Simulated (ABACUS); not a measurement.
# InP (F-43m) in ABACUS: settings compared

The runs below take InP through single point, relaxation of cell and atoms, with BLYP, B86bPBE, M06-L.

All numbers are computed with ABACUS 3.10.1; they aren't measurements. Logs are shortened: lines on timing, memory, paths and dates and some standing lists are left out, and cuts for length are marked.

**The experiment to reproduce.**

A printed reference work, data compilation reports, for a bulk crystal of InP at 1.6 K: band gap 1.4236 eV (direct).

The runs below are set against these values where they give the same quantity.

### 1 The structure

It takes space group F-43m (No. 216, cubic). The conventional cell has a = 5.861 Å, b = 5.861 Å, c = 5.861 Å, α = 90.00°, β = 90.00°, γ = 90.00°. In (site symmetry -43m) is surrounded by 4 P at 2.54 Å. P (site symmetry -43m) has 4 In at 2.54 Å as nearest neighbours.

### 2 Single point, BLYP

Input file INPUT:

```
INPUT_PARAMETERS
suffix              InP
calculation         scf
basis_type          pw
pseudo_dir          ./
latname             fcc
symmetry            1
dft_functional      GGA_X_B88+GGA_C_LYP
ecutwfc             55
pseudo_rcut         10
nspin               1
nbands              19
ks_solver           dav
smearing_method     fd
smearing_sigma      0.00367493
scf_thr             1e-08
scf_nmax            100
mixing_type         broyden
mixing_beta         0.7
cal_force           1
cal_stress          1
ecutrho             440
out_chg             1
out_pot             2
out_elf             0
kpar                4
```

Input file STRU:

```
ATOMIC_SPECIES
In 114.8180 In.pbe-dn-rrkjus_psl.0.2.2.UPF
P 30.9738 P.pbe-n-rrkjus_psl.1.0.0.UPF

LATTICE_CONSTANT
11.0756848164

ATOMIC_POSITIONS
Direct

In
0.0
1
0.0000000000 0.0000000000 0.0000000000 1 1 1

P
0.0
1
0.2500000000 0.2500000000 0.2500000000 1 1 1
```

Input file KPT:

```
K_POINTS
0
Gamma
6 6 6 0 0 0
```

Potentials or basis: SSSP 1.3 efficiency PBE, plane waves.

On the command line:

```sh
> OMP_NUM_THREADS=1 mpirun -np 4 abacus > log
```

running log:

```text
ABACUS v3.10.1

               Atomic-orbital Based Ab-initio Computation at UStc

 ------------------------------------------------------------------------------------

 READING GENERAL INFORMATION
                           global_out_dir = OUT.InP/
                           global_in_card = INPUT
                               pseudo_dir = ./
                              orbital_dir =
                                    DSIZE = 4
                                    GSIZE = 1

 READING UNITCELL INFORMATION
                                    ntype = 2
                  lattice constant (Bohr) = 11.0757
              lattice constant (Angstrom) = 5.861

 READING ATOM TYPE 1
                               atom label = In
                      L=0, number of zeta = 1
                      L=1, number of zeta = 1
                      L=2, number of zeta = 1
             number of atom for this type = 1

 READING ATOM TYPE 2
                               atom label = P
                      L=0, number of zeta = 1
                      L=1, number of zeta = 1
                      L=2, number of zeta = 1
             number of atom for this type = 1

                        TOTAL ATOM NUMBER = 2
DIRECT COORDINATES
    atom                   x                   y                   z     mag                  vx                  vy                  vz
taud_In1            0.0000000000        0.0000000000        0.0000000000  0.0000        0.0000000000        0.0000000000        0.0000000000
taud_P1            0.2500000000        0.2500000000        0.2500000000  0.0000        0.0000000000        0.0000000000        0.0000000000

                          Volume (Bohr^3) = 339.666
                             Volume (A^3) = 50.3332

 Lattice vectors: (Cartesian coordinate: in unit of a_0)
                 -0.5                  +0                +0.5
                   +0                +0.5                +0.5
                 -0.5                +0.5                  +0
 Reciprocal vectors: (Cartesian coordinate: in unit of 2 pi/a_0)
                   -1                  -1                  +1
                   +1                  +1                  +1
                   -1                  +1                  -1
 The esolver type has been set to : ksdft_pw

                PAO radial cut off (Bohr) = 10

 Read in pseudopotential file is In.pbe-dn-rrkjus_psl.0.2.2.UPF
                     pseudopotential type = USPP
          exchange-correlation functional = PBE
                 nonlocal core correction = 1
                        valence electrons = 13
                                     lmax = 2
                           number of zeta = 3
                     number of projectors = 6
                           L of projector = 0
                           L of projector = 0
                           L of projector = 1
                           L of projector = 1
                           L of projector = 2
                           L of projector = 2
 XC functional updated to : GGA_X_B88+GGA_C_LYP
          exchange-correlation functional = GGA_X_B88+GGA_C_LYP
                PAO radial cut off (Bohr) = 10

 Read in pseudopotential file is P.pbe-n-rrkjus_psl.1.0.0.UPF
                     pseudopotential type = USPP
          exchange-correlation functional = PBE
                 nonlocal core correction = 1
                        valence electrons = 5
                                     lmax = 2
                           number of zeta = 2
                     number of projectors = 6
                           L of projector = 0
                           L of projector = 0
                           L of projector = 1
                           L of projector = 1
                           L of projector = 2
                           L of projector = 2
 XC functional updated to : GGA_X_B88+GGA_C_LYP
          exchange-correlation functional = GGA_X_B88+GGA_C_LYP
     initial pseudo atomic orbital number = 13

 SETUP THE ELECTRONS NUMBER
            electron number of element In = 13
      total electron number of element In = 13
             electron number of element P = 5
       total electron number of element P = 5
            AUTOSET number of electrons:  = 18
                           occupied bands = 9
                                   NBANDS = 19
                                   NLOCAL = 18

%%%%%%%%%%%%%%%%%%%%%%%%%%%%%%%%%%%%%%%%%%%%%%%%%%%%%%%%%%%%%%%%%%%%%%%%%%%%%%%%%%%%%%%%%%%%%%%%%%%%%%%%%%
 Warning: the number of valence electrons in pseudopotential > 3 for In: [Kr] 4d10 5s2 5p1
 Pseudopotentials with additional electrons can yield (more) accurate outcomes, but may be less efficient.
 If you're confident that your chosen pseudopotential is appropriate, you can safely ignore this warning.
%%%%%%%%%%%%%%%%%%%%%%%%%%%%%%%%%%%%%%%%%%%%%%%%%%%%%%%%%%%%%%%%%%%%%%%%%%%%%%%%%%%%%%%%%%%%%%%%%%%%%%%%%%

 SETUP THE PLANE WAVE BASIS
 energy cutoff for charge/potential (unit:Ry) = 220
            fft grid for charge/potential = [ 40, 40, 40 ]
                        fft grid division = [ 1, 1, 1 ]
        big fft grid for charge/potential = [ 54, 54, 54 ]
                                     nbxx = 157464
                                     nrxx = 64000

 SETUP PLANE WAVES FOR CHARGE/POTENTIAL
                    number of plane waves = 18763
                         number of sticks = 931

 PARALLEL PW FOR CHARGE/POTENTIAL
     PROC   COLUMNS(POT)             PW
        1            931          18763
 --------------- sum -------------------
        1            931          18763
                            number of |g| = 230
                                  max |g| = 683
                                  min |g| = 0

 energy cutoff for dense charge/potential (unit:Ry) = 440
      fft grid for dense charge/potential = [ 54, 54, 54 ]
                                     nrxx = 157464

[... 37 lines left out ...]
                     BRAVAIS LATTICE NAME = 03. Cubic F (face-centered)
                                    ibrav = 3
                                    IBRAV = 3
                                  BRAVAIS = FACE CENTERED CUBIC
                       LATTICE CONSTANT A = 1
Original cell was already a primitive cell.
                        ROTATION MATRICES = 48
              PURE POINT GROUP OPERATIONS = 24
                   SPACE GROUP OPERATIONS = 24
                                       C2 = 3
                                       C3 = 8
                                       C4 = 0
                                       C6 = 0
                                       S1 = 6
                                       S3 = 0
                                       S4 = 6
                                       S6 = 0
                              POINT GROUP = T_d
                                       C2 = 3
                                       C3 = 8
                                       C4 = 0
                                       C6 = 0
                                       S1 = 6
                                       S3 = 0
                                       S4 = 6
                                       S6 = 0
               POINT GROUP IN SPACE GROUP = T_d

 SETUP K-POINTS
                                    nspin = 1
                   Input type of k points = Monkhorst-Pack(Gamma)
                                   nkstot = 216
                       right hand lattice = 1
(for reciprocal lattice: )
                             BRAVAIS TYPE = 2
                     BRAVAIS LATTICE NAME = 02. Cubic I (body-centered)
                                    ibrav = 2
                       right hand lattice = 1
(for k-lattice: )
                             BRAVAIS TYPE = 2
                     BRAVAIS LATTICE NAME = 02. Cubic I (body-centered)
                                    ibrav = 2
                       right hand lattice = 1
                        ROTATION MATRICES = 48
                               nkstot_ibz = 16
K-POINTS REDUCTION ACCORDING TO SYMMETRY
     IBZ    DIRECT_X    DIRECT_Y    DIRECT_Z  WEIGHT  ibz2bz
       1  0.00000000  0.00000000  0.00000000  0.0046       0
       2  0.16666667  0.16666667  0.16666667  0.0370       1
       3  0.33333333  0.33333333  0.33333333  0.0370       2
       4  0.50000000  0.50000000  0.50000000  0.0185       3
       5  0.16666667  0.16666667  0.00000000  0.0278       7
       6  0.33333333  0.33333333  0.16666667  0.1111       8
[... 8 lines left out ...]
      15  0.50000000  0.33333333 -0.33333333  0.1111      52
      16  0.50000000  0.33333333 -0.16666667  0.0556      58

                               nkstot now = 16
[... K-POINTS DIRECT COORDINATES: 16 rows ...]

           k-point number in this process = 4
       minimum distributed K point number = 4
[... stars of the k points ...]

[... K-POINTS CARTESIAN COORDINATES: 4 rows ...]

[... K-POINTS DIRECT COORDINATES: 4 rows ...]

 SETUP PLANE WAVES FOR WAVE FUNCTIONS
     energy cutoff for wavefunc (unit:Ry) = 55
              fft grid for wave functions = [ 40, 40, 40 ]
                    number of plane waves = 2741
                         number of sticks = 253

 PARALLEL PW FOR WAVE FUNCTIONS
     PROC   COLUMNS(POT)             PW
        1            253           2741
 --------------- sum -------------------
        1            253           2741

 SETUP NONLOCAL PSEUDOPOTENTIALS IN PLANE WAVE BASIS
 In non-local projectors:
 projector 1 L=0
 projector 2 L=0
 projector 3 L=1
 projector 4 L=1
 projector 5 L=2
 projector 6 L=2
 P non-local projectors:
 projector 1 L=0
 projector 2 L=0
 projector 3 L=1
 projector 4 L=1
 projector 5 L=2
 projector 6 L=2
      TOTAL NUMBER OF NONLOCAL PROJECTORS = 36

 Init Non-Local PseudoPotential table :
 Init Non-Local-Pseudopotential done.

                                     npwx = 2362

 Make real space PAO into reciprocal space.
       max mesh points in Pseudopotential = 1057
     dq(describe PAO in reciprocal space) = 0.01
                                    max q = 894

 number of pseudo atomic orbitals for In is 3
WARNING: norm of atomic wavefunction # 1 of atomic type In is 0.999987, renormalized
WARNING: norm of atomic wavefunction # 2 of atomic type In is 0.998154, renormalized

 number of pseudo atomic orbitals for P is 2
WARNING: norm of atomic wavefunction # 2 of atomic type P is 0.999973, renormalized

 -------------------------------------------
 SELF-CONSISTENT
 -------------------------------------------
                                 init_chg = atomic

 PW ALGORITHM --------------- ION=   1  ELEC=   1--------------------------------

 Notice: Threshold on eigenvalues was too large.
 hsover_error=0.18 > DRHO=0.119832
 Origin diag ethr = 0.01
 New diag ethr = 0.000665731

 Density error is 0.122445944314
                          Error Threshold = 0.000665730745256
----------------------------------------------------------
     Energy           Rydberg                 eV
----------------------------------------------------------
 E_KohnSham     -158.5036195364      -2156.5523793197
 E_Harris       -159.5194478203      -2170.3734321700
 E_Fermi        0.5173530837         7.0389498162
----------------------------------------------------------
[... 63 lines left out ...]
 Density error is 3.58369505161e-09
                          Error Threshold = 3.6275732794e-10
----------------------------------------------------------
     Energy           Rydberg                 eV
----------------------------------------------------------
 E_KohnSham     -158.5388152601      -2157.0312417073
 E_KS(sigma->0) -158.5388145102      -2157.0312315044
 E_Harris       -158.5391080911      -2157.0352258767
 E_band         -3.5021326533        -47.6489592366
 E_one_elec     -60.4442632700       -822.3863918841
 E_Hartree      43.3081266806        589.2372925618
 E_xc           -51.6822729743       -703.1733980420
 E_Ewald        -89.7204041966       -1220.7087239371
 E_entropy(-TS) -0.0000014998        -0.0000204059
 E_descf        0.0000000000         0.0000000000
 E_exx          0.0000000000         0.0000000000
 E_Fermi        0.5634364894         7.6659467175
----------------------------------------------------------

 charge density convergence is achieved
 final etot is -2157.0312417 eV
 EFERMI = 7.6659467175 eV
The vacuum level is 9.3261946996 eV

 STATE ENERGY(eV) AND OCCUPATIONS    NSPIN == 1
 1/4 kpoint (Cartesian) = 0.0000 0.0000 0.0000 (2277 pws)
       1       -6.99958     0.00925926
       2       -6.99958     0.00925926
       3       -6.99958     0.00925926
       4       -6.85010     0.00925926
       5       -6.85010     0.00925926
       6       -4.20786     0.00925926
[... 74 lines left out ...]
      18        20.0719        0.00000
      19        20.0719        0.00000

------------------------------------------------------------------------------------------
 TOTAL-FORCE (eV/Angstrom)
------------------------------------------------------------------------------------------
                       In1         0.0000000000         0.0000000000         0.0000000000
                        P1         0.0000000000         0.0000000000         0.0000000000
------------------------------------------------------------------------------------------

----------------------------------------------------------------
 TOTAL-STRESS (KBAR)
----------------------------------------------------------------
        69.6923091208         0.0000000000         0.0000000000
         0.0000000000        69.6923091208         0.0000000000
         0.0000000000         0.0000000000        69.6923091208
----------------------------------------------------------------
 TOTAL-PRESSURE: 69.692309 KBAR

 --------------------------------------------
 !FINAL_ETOT_IS -2157.0312417073059805 eV
 --------------------------------------------
```

Run time: 47 s. Hardware: 4 MPI ranks of Intel Xeon Platinum 8259CL at 2.50GHz (Skylake/Cascade Lake), shared host; peak memory 1 GiB.

Results:

```yaml
Free_energy: -2157.0312 eV
Pressure: 7.0 GPa
Band_gap_on_the_k_mesh: 0.64 eV, direct
```

Caveat: the potentials were made for another functional, which shifts forces and pressure; spin-orbit coupling is left out, which moves the levels of the heavy elements.

### 3 Single point, B86bPBE

Edit INPUT of step 2 so:

```diff
@@ -5,6 +5,5 @@
 pseudo_dir          ./
-latname             fcc
 symmetry            1
-dft_functional      GGA_X_B88+GGA_C_LYP
-ecutwfc             55
+dft_functional      GGA_X_B86_MGC+GGA_C_PBE
+ecutwfc             40
 pseudo_rcut         10
@@ -21,6 +20,4 @@
 cal_stress          1
-ecutrho             440
+ecutrho             320
 out_chg             1
-out_pot             2
-out_elf             0
 kpar                4
```

Input file STRU:

```
ATOMIC_SPECIES
In 114.8180 in_pbe_v1.4.uspp.F.UPF
P 30.9738 p_pbe_v1.5.uspp.F.UPF

LATTICE_CONSTANT
1.8897261246

LATTICE_VECTORS
0.0000000000 2.9305000000 2.9305000000
2.9305000000 0.0000000000 2.9305000000
2.9305000000 2.9305000000 0.0000000000

ATOMIC_POSITIONS
Direct

In
0.0
1
0.0000000000 0.0000000000 0.0000000000 1 1 1

P
0.0
1
0.7500000000 0.7500000000 0.7500000000 1 1 1
```

KPT is that of step 2.

Potentials or basis: GBRV ultrasoft 1.5 PBE, plane waves.

On the command line:

```sh
> OMP_NUM_THREADS=1 mpirun -np 4 abacus > log
```

Wall time 16 s (4 MPI ranks of Intel Xeon Platinum 8488C (Sapphire Rapids), shared host); peak memory 0.72 GiB.

It converged, with:

* Free energy: -2029.5161 eV
* Pressure: 3.1 GPa
* Band gap on the k mesh: 0.68 eV, direct

Levels at points of the mesh, in eV from the valence-band top:
| k point | band 5 | band 6 | band 7 | band 8 | band 9 | band 10 | band 11 | band 12 | band 13 | band 14 |
| --- | --- | --- | --- | --- | --- | --- | --- | --- | --- | --- |
| (0.00, 0.00, 0.00) | -14.06 | -11.53 | 0.00 | 0.00 | 0.00 | 0.68 | 4.08 | 4.08 | 4.08 | 8.58 |
| (0.50, 0.50, 0.50) | -14.05 | -9.80 | -5.73 | -0.98 | -0.98 | 1.49 | 4.82 | 4.82 | 7.11 | 9.46 |
| (0.50, 0.50, 0.00) | -14.03 | -9.15 | -5.76 | -2.33 | -2.33 | 1.78 | 2.28 | 9.18 | 9.56 | 9.56 |

Caveat: the potentials were made for another functional, which shifts forces and pressure; spin-orbit coupling is left out, which moves the levels of the heavy elements.

(Part 1 of 2 ends here.)
